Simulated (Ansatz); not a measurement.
Wanted: the native input for an Ansatz 0.2.0 run.

* Task: single point
* Functional: PBEsol
* Potentials or basis: all-electron LAPW, scalar-relativistic
* Cutoff: 247 eV (chosen from the basis error)
* Basis error allowed: 0.001 eV/atom
* k mesh: 8 × 8 × 6
* Occupations: fermi-dirac, width 0.05 eV
* Spin: no spin polarisation

P:

```
CELL_PARAMETERS angstrom
1.64774 -5.46504 0.00000
1.64774 5.46504 0.00000
0.00000 0.00000 4.54364
ATOMIC_POSITIONS crystal
P 0.90414 0.09586 0.58882
P 0.09586 0.90414 0.41118
P 0.59586 0.40414 0.08882
P 0.40414 0.59586 0.91118
```

The input as run:

input.yaml

```yaml
crystal:
  lattice:
    - [1.6477431241, -5.4650377251, 0.0]
    - [1.6477431241, 5.4650377251, 0.0]
    - [0.0, 0.0, 4.54363559]
  atoms:
    - { symbol: P, position: [0.90414313, 0.09585687, 0.58881517] }
    - { symbol: P, position: [0.09585687, 0.90414313, 0.41118483] }
    - { symbol: P, position: [0.59585687, 0.40414313, 0.08881517] }
    - { symbol: P, position: [0.40414313, 0.59585687, 0.91118483] }
kpoints:
  mp_grid: { grid: [8, 8, 6] }
scf:
  occupations: { method: fermi_dirac, width: 0.05 }
hamiltonian:
  xc: pbesol
  pseudopotentials: { kind: all_electron, lapw: { basis_error: 0.001 } }
output:
  forces: true
  stress: true
  eigenvalues: true
  populations: true
```

Potentials or basis: all-electron LAPW, scalar-relativistic.

The run is started by

```console
$ ansatz run input.yaml --threads 2 --pin off --max-ram 8192MiB --backend cpu --events-out ev --progress --plain --runs-dir out
```

It gave:

```
Pressure               : -0.6 GPa
Largest force          : 0.294 eV/Å
Band gap on the k mesh : 0.01 eV, direct
```

Wall time 8.7 s on 2 threads of AMD EPYC 9R45 96-Core Processor (Zen 5) (shared host), peak memory 0.52 GiB.
